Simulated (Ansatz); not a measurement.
## CaF2 under a change: uniaxial strain ε_yy = −1.31 %

Base system: CaF2 in the fluorite structure (space group Fm-3m, No. 225; a = 5.421 Å). Axes: x, y, z lie along the cube axes.

Modification: the cell is compressed by 1.31 % along y with no lateral relaxation, atoms relaxed at fixed cell.

All numbers come from PBEsol (Ansatz, a quantum-chemistry and plane-wave program, PAW, no spin-orbit coupling). Settings: 11×11×11 k-points, 0.05 eV Fermi–Dirac smearing.

```csv
quantity,base,changed,shift
volume per atom,13.27 Å³,13.10 Å³,-0.17 Å³
space group,Fm-3m (No. 225),I4/mmm (No. 139),–
shortest interatomic distance,2.347 Å,2.337 Å,-0.010 Å
energy relative to the base (free energy F),0 meV/atom,+1.2 meV/atom,+1.2 meV/atom
"pressure (mean of the normal stresses, compression positive)",0.00 GPa,1.17 GPa,+1.17 GPa
band gap (an upper bound: an edge found on the path is not a true extremum; the base alone),7.25 eV,7.27 eV,+0.02 eV
"stress (xx, yy, zz, yz, xz, xy; compression positive)",–,"(0.64, 2.24, 0.64, 0.00, 0.00, 0.00) GPa",–
```

Whether these cells are dynamically stable was not tested.
